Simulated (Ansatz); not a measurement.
Working through a convergence test of the k-point mesh of Si, space group Im-3m

Program: the Python package of Ansatz (0.2.0).

Notebook, run cell by cell (the value of a cell's last expression is shown):

In [1]:
```python
from dataclasses import dataclass

import ansatz as az
import pandas as pd
```

In [2]:
```python
@dataclass
class Settings:
    xc: str = "pbe"
    occupations: str = "Fermi-Dirac"
    sigma: float = 0.1


settings = Settings()
```

In [3]:
```python
lattice = az.Lattice.of(
    [-3.336083, 3.336083, 3.336083],
    [3.336083, -3.336083, 3.336083],
    [3.336083, 3.336083, -3.336083],
)
sites = [
    ("Si", [0.75, 0.25, 0.5]),
    ("Si", [0.75, 0.5, 0.25]),
    ("Si", [0.5, 0.25, 0.75]),
    ("Si", [0.25, 0.5, 0.75]),
    ("Si", [0.25, 0.75, 0.5]),
    ("Si", [0.5, 0.75, 0.25]),
]
si = az.Crystal(lattice=lattice)
for symbol, position in sites:
    si = si.atom(symbol, position)
```

In [4]:
```python
[site.symbol for site in si.resolved().sites]
```
Out [4]:
```text
['Si', 'Si', 'Si', 'Si', 'Si', 'Si']
```

In [5]:
```python
model = si.calculation()
model = model.functional(settings.xc)
model = model.occupations(settings.occupations, width=settings.sigma).stress()

rows = []
for value in [(2, 2, 2), (3, 3, 3), (4, 4, 4), (5, 5, 5), (6, 6, 6)]:
    data = model.kpoints(*value).run().report
    rows.append((value, data["free_energy_ev"] / len(data["lattice"]["sites"]), data["n_iterations"], sum(data["stress_gpa"][i][i] for i in range(3)) / 3, data["n_kpoints"]))

table = pd.DataFrame(rows, columns=["mesh", "F/atom (eV)", "iterations", "P (GPa)", "k-points"])
table.round(5)
```
```text
DeckWarning: basis.ecutwfc = 420 eV, auto-derived from the records' recommended cutoffs: set by Si (normal level)
```
Out [5]:
```text
        mesh  F/atom (eV)  iterations  P (GPa)  k-points
0  (2, 2, 2)   -635.49872           6  2.28468         3
1  (3, 3, 3)   -635.58660           7  1.83860         4
2  (4, 4, 4)   -635.58488           7  1.88458         8
3  (5, 5, 5)   -635.58539           7  1.93033        10
4  (6, 6, 6)   -635.58538           7  1.92702        16
```

In [6]:
```python
# differences from the last row
for row in rows[:-1]:
    shift = 1000 * (row[1] - rows[-1][1])
    print(f"{row[0]}: {shift:+.2f} meV/atom" + ("  (within 2 meV)" if abs(shift) < 2 else ""))
```
```text
(2, 2, 2): +86.66 meV/atom
(3, 3, 3): -1.22 meV/atom  (within 2 meV)
(4, 4, 4): +0.49 meV/atom  (within 2 meV)
(5, 5, 5): -0.01 meV/atom  (within 2 meV)
```

From 3×3×3 on it stays within 2 meV an atom of the value at 6×6×6; the first row (2×2×2) is off by 86.7 meV and the last but one by 0.01 meV. This holds for F at a smearing of 0.1 eV; a narrower one needs a denser mesh. It goes up and down, since the sum over k-points isn't variational. The pressure moves from 2.28 to 1.93 GPa.

Pressure is positive in compression. This isn't the structure that Si takes at ambient conditions. Warnings are shown shortened and without file and line. Shifts are counted from the finest mesh, which is itself no proven limit. Timing: 6.3 s on 1 thread of Arm Neoverse V2, on a shared host, peak memory 0.45 GiB.
